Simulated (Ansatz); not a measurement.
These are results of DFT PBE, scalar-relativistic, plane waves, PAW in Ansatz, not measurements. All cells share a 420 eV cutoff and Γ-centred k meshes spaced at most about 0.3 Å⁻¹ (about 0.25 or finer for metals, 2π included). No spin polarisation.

Each guess is relaxed in cell and atoms at zero pressure, on a coarse mesh first where it starts far from rest and then on a converged one. The steps can't lower the symmetry of the start, but it can rise. Energies are static (0 K, no zero-point motion).

Two unrelaxed guesses for CdS4:

A.

```
CELL_PARAMETERS angstrom
3.94846 0.00000 0.00000
-1.97423 3.41947 0.00000
0.00000 0.00000 9.91081
ATOMIC_POSITIONS crystal
Cd 0.00000 0.00000 0.00000
S 0.50000 0.00000 0.00000
S 0.00000 0.50000 0.00000
S 0.50000 0.50000 0.00000
S 0.00000 0.00000 0.50000
```

B.

```
CELL_PARAMETERS angstrom
-3.07065 3.07065 3.07065
3.07065 -3.07065 3.07065
3.07065 3.07065 -3.07065
ATOMIC_POSITIONS crystal
Cd 0.00000 0.00000 0.00000
S 0.00000 0.00000 0.50000
S 0.00000 0.50000 0.00000
S 0.50000 0.00000 0.00000
S 0.50000 0.50000 0.50000
```

**Question.** Do they relax into the same structure? If not, which is lower?

**Answer.** No. B ends lower, by 53 meV/atom. A: P6/mmm at 26.8 Å³/atom → P6/mmm at 25.5 Å³/atom; B: Im-3m at 23.2 Å³/atom → Im-3m at 22.3 Å³/atom. Counting S atoms around Cd (those within 1.25 times the shortest such distance or 1.15 times the sum of covalent radii, 1.27 where that leaves under three), the end of A and the end of B both have Cd 8. End of A. Conventional cell: a = 5.419 Å, c = 5.023 Å. Around Cd lie 2 S at 2.51 Å and 6 S at 2.71 Å; around S on a site of symmetry mmm lie 4 S at 2.71 Å and 2 Cd at 2.71 Å; around S on a site of symmetry 6/mmm lie 2 Cd at 2.51 Å. End of B. Conventional cell: a = 6.063 Å. Cd has 8 S at 2.63 Å; S has 2 Cd at 2.63 Å and 6 S at 3.03 Å.

Ends held by symmetry can be saddle points. Neither end is the lowest form computed: that has space group P4/mmm (No. 123) and lies 0.67 eV/atom below the better end. Even the lowest of the cells shown lies +0.76 eV/atom against the elements. Some candidate types were left out of the draw beforehand, so a known form may be missing.
